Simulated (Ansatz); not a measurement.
# AlN: a vibration from a frozen displacement

Theory: DFT PBE, scalar-relativistic, plane waves, PAW (Ansatz). Cutoff 420 eV, Γ-centred 10×10×10 k-points, Gaussian smearing of 0.05 eV. No spin polarisation. Energies are free energies at this smearing, counted from the undisturbed cell; pressure is positive in compression.

Reference structure (as given, not relaxed at this level; it stands at 4.9 GPa; this zinc-blende form isn't the usual structure):

```
Al N
1.0
     0.00000    2.18399    2.18399
     2.18399    0.00000    2.18399
     2.18399    2.18399    0.00000
Al N
1 1
Cartesian
  0.0000 0.0000 0.0000
  3.2760 3.2760 3.2760
```

Every Al atom is moved by x along the Cartesian unit vector (0.707, -0.707, 0.000); the cell and all other atoms stay fixed. The cell's volume is 20.83 Å³; the moved atoms weigh 26.982 u together and the others 14.007 u. Some rows repeat others by symmetry and weren't run.

| x (Å) | ΔE (meV/cell) | total force on the moved atoms along the move (eV/Å) | pressure (GPa) |
| --- | --- | --- | --- |
| -0.2000 | 302.81 | 3.1280 | 9.9160 |
| -0.1750 | 230.05 | 2.6962 | 8.7114 |
| -0.1500 | 167.87 | 2.2807 | 7.6774 |
| -0.1250 | 115.90 | 1.8791 | 6.8098 |
| -0.1000 | 73.82 | 1.4890 | 6.1050 |
| -0.0750 | 41.37 | 1.1085 | 5.5601 |
| -0.0500 | 18.34 | 0.7351 | 5.1726 |
| -0.0250 | 4.58 | 0.3663 | 4.9408 |
| 0.0000 | 0.00 | 0.0000 | 4.8636 |
| 0.0250 | 4.58 | -0.3663 | 4.9408 |
| 0.0500 | 18.34 | -0.7351 | 5.1726 |
| 0.0750 | 41.37 | -1.1085 | 5.5601 |
| 0.1000 | 73.82 | -1.4890 | 6.1050 |
| 0.1250 | 115.90 | -1.8791 | 6.8098 |
| 0.1500 | 167.87 | -2.2807 | 7.6774 |
| 0.1750 | 230.05 | -2.6962 | 8.7114 |
| 0.2000 | 302.81 | -3.1280 | 9.9160 |

Question: What frequency belongs to this motion?

Answer: The force constant is k = −dF/dx = 14.651 eV/Å², from the parabola through x = -0.0250, 0 and 0.0250. In every cell the moved atoms swing against the rest, so the mass is μ = m₁m₂/(m₁ + m₂) = 9.220 u, and ν̃ = 521.5 cm⁻¹ × √(|k|/μ) = 657 cm⁻¹, at this cell's pressure of 4.9 GPa. To first order in x, and within 1 %, the force on every atom lies along the move and, within each of the two groups, in proportion to the atom's mass, so this is itself a mode at the zone centre of this cell, taken without macroscopic field (the transverse frequency in a polar insulator).

Question: How far does the harmonic law reach?

Answer: At x = -0.200 Å, kx²/2 = 293.03 meV against the computed 302.81 meV (+3.3 %): the well is still close to harmonic there.

Question: The pressure changes with x². What does that say about the frequency under compression?

Answer: With E = k(V)x²/2, k ∝ V^(−2γ) and x scaling with the cell as V^(1/3), P − P0 = −∂E/∂V = (2γ − 2/3) ΔE/V. At x = 0.0500 Å, V(P − P0) = 20.83 × 0.30893 / 160.2 eV = 40.17 meV and ΔE = 18.34 meV, so γ = 1/3 + V(P − P0)/(2ΔE) = 1.43. This is the Grüneisen parameter of the motion under uniform scaling of the cell: shrinking the cell evenly by 1 % in volume raises the frequency by about 1.43 %.